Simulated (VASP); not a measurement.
# 2H-MoTe2 monolayer and its bilayer, part 2 of 8

What are the lattice, gap and band positions of 2H-MoTe2 monolayer, and what does a second sheet change?

VASP 6.6.1, plane waves and PAW; the level of theory is named at each step.

So far, gap on the k-mesh (eV): step 2 (a second relaxation) 1.19.

## Step 3: Potential and states of the slab

Level of this step: PBE with D3(BJ), no spin polarisation; plane waves and PAW (Mo, Te) (VASP).

A static run writes the electrostatic potential without exchange and correlation (LVHAR), which is flat in the vacuum and gives the level to count from. The dipole correction cancels the field that unlike faces would set up across the vacuum.

Contents of INCAR:

```
SYSTEM = Te2Mo
PREC = Normal
ENCUT = 350
EDIFF = 1E-06
NELM = 120
ISMEAR = 0
SIGMA = 0.03
LREAL = .FALSE.
ALGO = Fast
GGA = PE
IVDW = 12
NBANDS = 15
LASPH = .TRUE.
LORBIT = 11
LWAVE = .FALSE.
LCHARG = .TRUE.
IDIPOL = 3
LDIPOL = .TRUE.
DIPOL = 0.5 0.5 0.5
LVHAR = .TRUE.
LVACPOTAV = .TRUE.
NEDOS = 1500
LELF = .TRUE.
```

Contents of POSCAR:

```
Te2Mo
1.0
    3.4973337266      0.0000000000      0.0000000000
   -1.7486668633      3.0287798527      0.0000000000
    0.0000000000      0.0000000000     22.0000000000
Mo Te
1 2
Direct
    0.3333333333      0.6666666667      0.5000000000
    0.6666666667      0.3333333333      0.4174975803
    0.6666666667      0.3333333333      0.5825024197
```

Contents of KPOINTS:

```
Automatic mesh
0
Gamma
12 12 1
0 0 0
```

Contents of KPOINTS_OPT:

```
Line mode
14
Line-mode
Reciprocal
  0.00000000   0.00000000   0.00000000 GAMMA
  0.50000000   0.00000000   0.00000000 M

  0.50000000   0.00000000   0.00000000 M
  0.33333333   0.33333333   0.00000000 K

  0.33333333   0.33333333   0.00000000 K
  0.00000000   0.00000000   0.00000000 GAMMA
```

PAW data sets: Mo and Te (PBE family, release 64).

The run is started by

```bash
$ mpirun -np 4 vasp_std
```

The program printed:

```text
[banner, memory and clock lines left out]
running    4 mpi-ranks, on    1 nodes
 distrk:  each k-point on    4 cores,    1 groups
 distr:  one band on    1 cores,    4 groups

 POSCAR found type information on POSCAR MoTe
 POSCAR found :  2 types and       3 ions
 LDA part: xc-table for (Slater+PW92), standard interpolation
|                                                                             |
|           W    W    AA    RRRRR   N    N  II  N    N   GGGG   !!!           |
|           W    W   A  A   R    R  NN   N  II  NN   N  G    G  !!!           |
|           W    W  A    A  R    R  N N  N  II  N N  N  G       !!!           |
|           W WW W  AAAAAA  RRRRR   N  N N  II  N  N N  G  GGG   !            |
|           WW  WW  A    A  R   R   N   NN  II  N   NN  G    G                |
|           W    W  A    A  R    R  N    N  II  N    N   GGGG   !!!           |
|                                                                             |
|     The number of bands has been changed from the values supplied in        |
|     The orbitals not found in the WAVECAR file will be initialized with     |
|     random numbers, which is usually adequate. For correlated               |
|     calculations, however, you should redo the groundstate calculation.     |
|     I found NBANDS = 15. Now, NBANDS = 16.                                  |
|                                                                             |

 POSCAR, INCAR and KPOINTS ok, starting setup
 FFT: planning ... GRIDC
 FFT: planning ... GRID_SOFT
 FFT: planning ... GRID
 WAVECAR not read
 entering main loop
       N       E                     dE             d eps       ncg     rms          rms(c)
DAV:   1     0.927401608367E+02    0.92740E+02   -0.47655E+03   608   0.598E+02
DAV:   2    -0.104958672375E+02   -0.10324E+03   -0.96191E+02   912   0.129E+02
DAV:   3    -0.185199256847E+02   -0.80241E+01   -0.79257E+01   832   0.438E+01
DAV:   4    -0.187111262245E+02   -0.19120E+00   -0.19108E+00   832   0.814E+00
DAV:   5    -0.187152446627E+02   -0.41184E-02   -0.41184E-02   976   0.108E+00    0.159E+01
RMM:   6    -0.182676858644E+02    0.44756E+00   -0.13832E+00   657   0.583E+00    0.679E+00
RMM:   7    -0.182124071623E+02    0.55279E-01   -0.75815E-01   703   0.393E+00    0.459E+00
RMM:   8    -0.180173709692E+02    0.19504E+00   -0.42238E-01   679   0.351E+00    0.633E-01
RMM:   9    -0.180145927927E+02    0.27782E-02   -0.35420E-02   733   0.132E+00    0.259E-01
RMM:  10    -0.180141544838E+02    0.43831E-03   -0.64764E-03   742   0.443E-01    0.167E-01
RMM:  11    -0.180140131184E+02    0.14137E-03   -0.15539E-03   786   0.207E-01    0.582E-02
RMM:  12    -0.180140451009E+02   -0.31982E-04   -0.45669E-04   754   0.103E-01    0.369E-02
RMM:  13    -0.180141617827E+02   -0.11668E-03   -0.12948E-04   817   0.539E-02    0.183E-02
RMM:  14    -0.180144498650E+02   -0.28808E-03   -0.88871E-05   744   0.374E-02    0.182E-02
RMM:  15    -0.180145840839E+02   -0.13422E-03   -0.28674E-05   722   0.227E-02    0.606E-03
RMM:  16    -0.180146571228E+02   -0.73039E-04   -0.67085E-06   669   0.125E-02    0.283E-03
RMM:  17    -0.180146898234E+02   -0.32701E-04   -0.33963E-06   611   0.706E-03    0.258E-03
RMM:  18    -0.180147014360E+02   -0.11613E-04   -0.12710E-06   572   0.420E-03    0.131E-03
RMM:  19    -0.180147036084E+02   -0.21724E-05   -0.24946E-07   464   0.231E-03    0.763E-04
RMM:  20    -0.180147046059E+02   -0.99748E-06   -0.10251E-07   404   0.155E-03
|                                                                             |
|           W    W    AA    RRRRR   N    N  II  N    N   GGGG   !!!           |
|           W    W   A  A   R    R  NN   N  II  NN   N  G    G  !!!           |
|           W    W  A    A  R    R  N N  N  II  N N  N  G       !!!           |
|           W WW W  AAAAAA  RRRRR   N  N N  II  N  N N  G  GGG   !            |
|           WW  WW  A    A  R   R   N   NN  II  N   NN  G    G                |
|           W    W  A    A  R    R  N    N  II  N    N   GGGG   !!!           |
|                                                                             |
|     Did not find any points to average over, which means that no vacuum     |
|     field-free region was found. Please increase the size of  your cell     |
|     in the dimension of the dipole correction to obtain accurate            |
|     workfunction values.                                                    |
|                                                                             |

   1 F= -.19222947E+02 E0= -.19222947E+02  d E =-.639297E-12
 Start KPOINTS_OPT (optional k-point list driver)
k-point batch [1-19\42]
       N       E                     dE             ncg
DAV:   1     0.936416260176E+02   -0.55529E+04      608
DAV:   2    -0.168761589731E+04   -0.17813E+04      920
DAV:   3    -0.184048305072E+04   -0.15287E+03      840
DAV:   4    -0.184421078958E+04   -0.37277E+01      792
DAV:   5    -0.184428032443E+04   -0.69535E-01      936
DAV:   6    -0.184428169267E+04   -0.13682E-02      888
DAV:   7    -0.184428172292E+04   -0.30251E-04      944
DAV:   8    -0.184428172359E+04   -0.67670E-06      648
[...]
k-point batch [39-42\42]
       N       E                     dE             ncg
DAV:   1     0.653968920332E+04   -0.13938E+03      128
DAV:   2     0.620691537536E+04   -0.33277E+03      176
DAV:   3     0.617571016762E+04   -0.31205E+02      184
DAV:   4     0.617475045179E+04   -0.95972E+00      160
DAV:   5     0.617473009343E+04   -0.20358E-01      184
DAV:   6     0.617472946907E+04   -0.62436E-03      176
DAV:   7     0.617472944932E+04   -0.19751E-04      184
DAV:   8     0.617472944873E+04   -0.59522E-06      160
```

The job ended after 13 s (4 MPI ranks of Intel Xeon Platinum 8259CL at 2.50GHz (Skylake/Cascade Lake), shared host; peak memory 0.63 GiB).

Parts of OUTCAR (step 3):

```text
The static configuration has the point symmetry D_3h.

 Found     19 irreducible k-points:

   k-points           NKPTS =     19   k-points in BZ     NKDIM =     19   number of bands    NBANDS=     16

   NELECT =      18.0000    total number of electrons

 E-fermi :  -0.9637

 k-point     1 :       0.0000    0.0000    0.0000
  band No.  band energies     occupation
    ...
      5      -2.7024      2.00000
      6      -2.7024      2.00000
      7      -1.9237      2.00000
      8      -1.9237      2.00000
      9      -1.6957      2.00000
     10       2.1621      0.00000
     11       2.1621      0.00000
     12       2.4245      0.00000
     13       2.4245      0.00000
     14       3.0488      0.00000
    ...

 k-point     2 :       0.0833    0.0000    0.0000
  band No.  band energies     occupation
    ...
      5      -2.9184      2.00000
      6      -2.6190      2.00000
      7      -2.0533      2.00000
      8      -1.8608      2.00000
      9      -1.6950      2.00000
     10       1.7333      0.00000
     11       1.8257      0.00000
     12       2.2053      0.00000
     13       2.2346      0.00000
     14       3.2170      0.00000
    ...

 Edisp (eV)   -1.20824

  Total      -0.00397    -0.00397    -0.05726     0.00000    -0.00000     0.00000
  in kB      -0.02731    -0.02731    -0.39370     0.00000    -0.00000     0.00000
  external pressure =       -0.15 kB  Pullay stress =        0.00 kB

 POSITION                                       TOTAL-FORCE (eV/Angst)
 -----------------------------------------------------------------------------------
     -0.00000      2.01919     11.00000        -0.000000     -0.000000     -0.000000
      1.74867      1.00959      9.18495         0.000000     -0.000000     -0.002643
      1.74867      1.00959     12.81505         0.000000      0.000000      0.002643
 -----------------------------------------------------------------------------------
    total drift:                                0.000000     -0.000000      0.000000

  FREE ENERGIE OF THE ION-ELECTRON SYSTEM (eV)
  ---------------------------------------------------
  free  energy   TOTEN  =       -19.2229467082 eV

  energy  without entropy=      -19.2229467082  energy(sigma->0) =      -19.22294671

 vacuum level on the upper side and lower side of the slab         3.739         3.739

[... 9 parts as in an earlier step ...]

[... 5 further parts left out ...]
```

Numbers from this step:

| Item | Value |
| --- | --- |
| electronic cycles | 20 |
| Fermi energy | -0.9637 eV |
| least gap on mesh and path | 1.192 eV |
| least direct gap on mesh and path | 1.192 eV |
| vacuum levels | 3.739, 3.739 eV |
| ionisation potentials of the upper and lower face | 4.836, 4.836 eV |
| electron affinities of the upper and lower face | 3.644, 3.644 eV |

The electronic bands at the labelled points (eV, zero at the valence-band top; v1 is the highest filled band, c1 the lowest empty one):

```tsv
point	v4	v3	v2	v1	c1	c2	c3	c4
Γ	-1.61	-0.83	-0.83	-0.60	3.26	3.26	3.52	3.52
0.54 of the way	-1.74	-1.30	-0.91	-0.86	1.45	2.15	2.34	3.64
M	-2.28	-1.72	-0.79	-0.19	1.49	1.79	3.34	3.73
0.54 of the way	-2.78	-2.26	-1.70	-0.17	1.44	2.13	2.31	3.81
K	-3.06	-2.93	-1.79	0.00	1.19	1.80	2.61	4.19
0.54 of the way	-2.35	-1.36	-0.78	-0.62	1.37	1.98	1.98	3.49
Γ	-1.61	-0.83	-0.83	-0.60	3.26	3.26	3.52	3.52
```

Of the projections kept (Mo, Te), the largest for each band there; the rest of the weight can lie on other orbitals:

```tsv
point	v4	v3	v2	v1	c1	c2	c3	c4
Γ	Mo 0.81	Mo 0.80	Mo 0.80	Mo 0.87	Te 0.75	Te 0.75	Te 0.71	Te 0.71
M	Mo 0.65	Te 0.58	Mo 0.74	Te 0.74	Mo 0.94	Mo 0.93	Mo 0.59	Mo 0.54
K	Te 0.83	Te 0.59	Te 0.51	Mo 0.89	Mo 0.94	Mo 0.78	Mo 0.83	Mo 0.66
Γ	Mo 0.81	Mo 0.80	Mo 0.80	Mo 0.87	Te 0.75	Te 0.75	Te 0.71	Te 0.71
```

Zero at the Fermi level. Table of planar average of the electrostatic potential by height:

```tsv
height (Å)	planar average of the electrostatic potential (eV)
0.0	4.70
0.5	4.70
1.0	4.70
1.5	4.70
2.0	4.70
2.5	4.70
3.0	4.70
3.5	4.70
4.0	4.70
4.5	4.70
5.0	4.70
5.5	4.70
6.0	4.69
6.5	4.66
7.0	4.55
7.5	4.08
8.0	2.24
8.5	-6.16
9.0	-17.7
9.5	-16.0
10.0	-5.55
10.5	-4.65
11.0	-6.19
11.5	-4.65
12.0	-5.55
12.5	-16.0
13.0	-17.7
13.5	-6.16
14.0	2.24
14.5	4.08
15.0	4.55
15.5	4.66
16.0	4.69
16.5	4.70
17.0	4.70
17.5	4.70
18.0	4.70
18.5	4.70
19.0	4.70
19.5	4.70
20.0	4.70
20.5	4.70
21.0	4.70
21.5	4.70
```

Density of states in the PAW spheres, an atom over height of the layer and energy from the Fermi level.

Ten even steps from '_' (0.00 states/eV) to '@' (1.68 states/eV), each cell a mean:
```
______
______
..%%..
::@@::
::##::
--%%--
::**::
::**::
::==::
::==::
--**--
__..__
::--::
--==--
..::..
______
______
______
______
______
______
______
```
Columns: height of the layer (Å) from 9.2 to 12.8; rows upwards: energy from the Fermi level (eV) from -7.9 to 0.5.

ELF in the ca plane at fractional y = 0.333, with atoms of Te within 0.2 Å of it. It is the smooth field of the valence electrons, not physical close to the nuclei.

Ten even steps from '0' (0.00) to '9' (0.94), each cell a mean:
```
00000000000002468998887522478889987521000000
00000000000014789998777532577789999742000000
00000000010025799997567532577569999863110000
00000000001225799997677532577679999852110000
00000000001123589998887522578889998632100000
00000000000001246788776322357788764210010000
00000000000000001234443211124443211000000000
00000000000000000122332111123332100000000000
00000000000000123566664221246666542100000000
```
Columns run along c (16.0 Å, from fractional 0.10 to 0.82 of the cell), rows up along a (3.5 Å). Atoms in or near the plane, at fractional coordinates: Te at (0.42, 0.67), Te at (0.58, 0.67).

Valence density in the ca plane at fractional y = 0.333, with atoms of Te within 0.2 Å of it. It is the smooth field of the valence electrons, not physical close to the nuclei.

Values in e/Å³, 5 rows by 16 columns, each cell a mean:
```
 0.00  0.00  0.00  0.00  0.00  0.05  0.37  0.43  0.32  0.27  0.44  0.41  0.09  0.00  0.00  0.00
 0.00  0.00  0.00  0.00  0.00  0.08  0.40 -0.01  0.35  0.28  0.12  0.31  0.14  0.01  0.00  0.00
 0.00  0.00  0.00  0.00  0.00  0.05  0.38  0.42  0.32  0.27  0.43  0.42  0.09  0.00  0.00  0.00
 0.00  0.00  0.00  0.00  0.00  0.02  0.13  0.25  0.26  0.26  0.26  0.16  0.03  0.00  0.00  0.00
 0.00  0.00  0.00  0.00  0.00  0.02  0.11  0.24  0.25  0.26  0.24  0.15  0.03  0.00  0.00  0.00
```
Columns run along c (16.0 Å, from fractional 0.10 to 0.82 of the cell), rows up along a (3.5 Å). Atoms in or near the plane, at fractional coordinates: Te at (0.42, 0.67), Te at (0.58, 0.67).

The map of layer states is cut here 0.5 eV above the Fermi level, so it leaves out the states above that.

The vacuum level lies 4.84 eV above the highest filled level at the upper face; both faces agree, as the slab has next to no dipole.

The program found no field-free point at its default tolerance, but its printed level agrees with the flat part of the planar average.

## Step 4: The slab in a field, field -0.1

A field across the slab, with the atoms held, gives the electronic response: the dipole changes linearly with the field, and the energy has a linear term from the slab's own dipole and a quadratic one from its polarisability.

Edit INCAR of step 3 so:

```diff
@@ -15,3 +15,4 @@
 LWAVE = .FALSE.
-LCHARG = .TRUE.
+LCHARG = .FALSE.
+KPAR = 4
 IDIPOL = 3
@@ -19,5 +20,2 @@
 DIPOL = 0.5 0.5 0.5
-LVHAR = .TRUE.
-LVACPOTAV = .TRUE.
-NEDOS = 1500
-LELF = .TRUE.
+EFIELD = -0.1
```

POSCAR is that of step 3.

KPOINTS is that of step 3.

The run is started by

```bash
$ mpirun -np 4 vasp_std
```

The program printed:

```text
[... set-up lines as in an earlier step ...]
 entering main loop
       N       E                     dE             d eps       ncg     rms          rms(c)
DAV:   1     0.943713594378E+02    0.94371E+02   -0.47261E+03   570   0.637E+02
DAV:   2    -0.986023772476E+01   -0.10423E+03   -0.97596E+02   915   0.135E+02
DAV:   3    -0.185148696237E+02   -0.86546E+01   -0.85546E+01   787   0.471E+01
DAV:   4    -0.187289868219E+02   -0.21412E+00   -0.21380E+00   802   0.921E+00
DAV:   5    -0.187324369959E+02   -0.34502E-02   -0.34500E-02   930   0.109E+00    0.159E+01
RMM:   6    -0.182696765960E+02    0.46276E+00   -0.14542E+00   623   0.633E+00    0.676E+00
RMM:   7    -0.182074289859E+02    0.62248E-01   -0.84720E-01   631   0.434E+00    0.461E+00
RMM:   8    -0.180195378682E+02    0.18789E+00   -0.44969E-01   617   0.386E+00    0.690E-01
RMM:   9    -0.180168917107E+02    0.26462E-02   -0.41234E-02   685   0.144E+00    0.298E-01
RMM:  10    -0.180164414086E+02    0.45030E-03   -0.69157E-03   707   0.458E-01    0.248E-01
RMM:  11    -0.180160812247E+02    0.36018E-03   -0.23028E-03   667   0.291E-01    0.141E-01
RMM:  12    -0.180158901123E+02    0.19111E-03   -0.85331E-04   695   0.166E-01    0.234E-02
RMM:  13    -0.180161872132E+02   -0.29710E-03   -0.12374E-03   694   0.141E-01    0.694E-02
RMM:  14    -0.180162164982E+02   -0.29285E-04   -0.13801E-04   680   0.762E-02    0.186E-02
RMM:  15    -0.180163581115E+02   -0.14161E-03   -0.57509E-05   684   0.397E-02    0.650E-03
RMM:  16    -0.180164666816E+02   -0.10857E-03   -0.14860E-05   683   0.209E-02    0.460E-03
RMM:  17    -0.180165153106E+02   -0.48629E-04   -0.63038E-06   644   0.133E-02    0.722E-03
RMM:  18    -0.180165467722E+02   -0.31462E-04   -0.34849E-06   549   0.864E-03    0.225E-03
RMM:  19    -0.180165523772E+02   -0.56050E-05   -0.71053E-07   480   0.408E-03    0.930E-04
RMM:  20    -0.180165554219E+02   -0.30447E-05   -0.32434E-07   440   0.256E-03    0.370E-04
RMM:  21    -0.180165558497E+02   -0.42776E-06   -0.60578E-08   278   0.165E-03
   1 F= -.19224798E+02 E0= -.19224798E+02  d E =-.993708E-16
```

Run time: 10 s. Hardware: 4 MPI ranks; peak memory 0.77 GiB.

From OUTCAR (step 4):

```text
The static configuration has the point symmetry D_3h.

 Found     19 irreducible k-points:

   NELECT =      18.0000    total number of electrons

 dipolmoment           0.000000      0.000000     -0.036955 electrons x Angstroem

 E-fermi :  -0.9375

 k-point     1 :       0.0000    0.0000    0.0000
  band No.  band energies     occupation
    ...
      5      -2.7030      2.00000
      6      -2.7030      2.00000
      7      -1.9243      2.00000
      8      -1.9243      2.00000
      9      -1.6962      2.00000
     10       2.1613      0.00000
     11       2.1613      0.00000
     12       2.4241      0.00000
     13       2.4241      0.00000
     14       2.9190      0.00000
    ...

 k-point     2 :       0.0833    0.0000    0.0000
  band No.  band energies     occupation
    ...
      5      -2.9190      2.00000
      6      -2.6197      2.00000
      7      -2.0539      2.00000
      8      -1.8618      2.00000
      9      -1.6952      2.00000
     10       1.7316      0.00000
     11       1.8255      0.00000
     12       2.2032      0.00000
     13       2.2354      0.00000
     14       3.0738      0.00000
    ...

 Edisp (eV)   -1.20824

  Total      -0.00297    -0.00297    -0.05935     0.00000     0.00000     0.00000
  in kB      -0.02039    -0.02039    -0.40806     0.00000     0.00000     0.00000
  external pressure =       -0.15 kB  Pullay stress =        0.00 kB

 POSITION                                       TOTAL-FORCE (eV/Angst)
 -----------------------------------------------------------------------------------
     -0.00000      2.01919     11.00000         0.000000      0.000000     -0.015456
      1.74867      1.00959      9.18495         0.000000     -0.000000      0.004871
      1.74867      1.00959     12.81505        -0.000000      0.000000      0.010585
 -----------------------------------------------------------------------------------
    total drift:                                0.000000     -0.000000      0.000029

  FREE ENERGIE OF THE ION-ELECTRON SYSTEM (eV)
  ---------------------------------------------------
  free  energy   TOTEN  =       -19.2247979520 eV

  energy  without entropy=      -19.2247979520  energy(sigma->0) =      -19.22479795

 vacuum level on the upper side and lower side of the slab         4.390         2.930

 total charge
# of ion       s       p       d       tot
------------------------------------------
    1        0.361   0.445   4.391   5.197
    2        1.384   1.984   0.062   3.430
    3        1.385   1.981   0.062   3.428
--------------------------------------------------
tot          3.130   4.410   4.515  12.054

[... 8 parts as in an earlier step ...]

[... 5 further parts left out ...]
```

Numbers from this step:

| Item | Value |
| --- | --- |
| electronic cycles | 21 |
| Fermi energy | -0.9375 eV |
| dipole moment | 0, 0, -0.03696 e·Å |

VASP counts the dipole in electrons times Å, so a positive number points the physical dipole along −c. A positive EFIELD is likewise a physical field along −c.

Energy at zero smearing: -19.22480 eV.

[end of part 2 of 8]

[Lines on the potential files, build, host, timing and source positions are cut from VASP's logs without a mark.]

[Logs are printed without paths, hosts, clocks, repeated set-up lines and the standing remarks that a program may print on its own settings, such as how far it seeks lower states.]

[Hosts, paths, dates, database ids (printed as entryN), source tags and the programs' standing remarks are cut or masked in the printed files.]

[Runs that stopped without an error message from VASP are left out.]
